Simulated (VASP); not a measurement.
Write the native input for VASP 6.6.1 that does the following.

```yaml
Task: relaxation of cell and atoms
Functional: r2SCAN
Potentials_or_basis: VASP PAW PBE potentials, release 64 (Cd, S)
Cutoff: 600 eV
k_mesh: 8 × 8 × 8
Occupations: gaussian, width 0.03 eV
Spin: no spin polarisation
Further_INCAR_settings: ALGO = Normal; EDIFF = 1e-07; IBRION = 2; EDIFFG = -0.005; NSW = 90; ISIF = 3
```

The structure of CdS (Hawleyite) lies in POSCAR:

```
CdS                                     
1.0
    0.0000000000      2.9431428968      2.9431428968
    2.9431428968     -0.0000000000      2.9431428968
    2.9431428968      2.9431428968      0.0000000000
  Cd              S             
     1     1
Direct
     0.0000000000000000    0.0000000000000000    0.0000000000000000
     0.2500000000000000    0.2500000000000000    0.2500000000000000
```

The input as run:

INCAR

```
  PREC = Accurate
  ENCUT = 600
  EDIFF = 1E-7
  ISMEAR = 0
  SIGMA = 0.03
  LREAL = F
  LASPH = T
  NELM = 80
  ALGO = Normal
  ISIF = 3
  LWAVE = F
  LCHARG = F
  METAGGA = R2SCAN
  LMIXTAU = T
  IBRION = 2
  NSW = 90
  EDIFFG = -0.005
```

KPOINTS

```
regular mesh
0
Gamma
  8 8 8
```

Potentials or basis: VASP PAW PBE potentials, release 64 (Cd, S).

Command:

```console
$ cat potpaw_PBE.64/Cd/POTCAR potpaw_PBE.64/S/POTCAR > POTCAR
$ mpirun -np 1 vasp_std > vasp.out
```

Results of the run:

* Pressure after relaxing: 0.0 GPa
* Band gap on the k mesh: 1.53 eV, direct

Caveat: the relaxation stopped at its first step, so nothing moved; the PAW data sets were made with another functional, which shifts forces and pressure a little.

Wall time 2.1 min on 1 thread of Intel(R) Xeon(R) Platinum 8259CL CPU @ 2.50GHz (Skylake/Cascade Lake), on a shared host, peak memory 0.22 GiB.
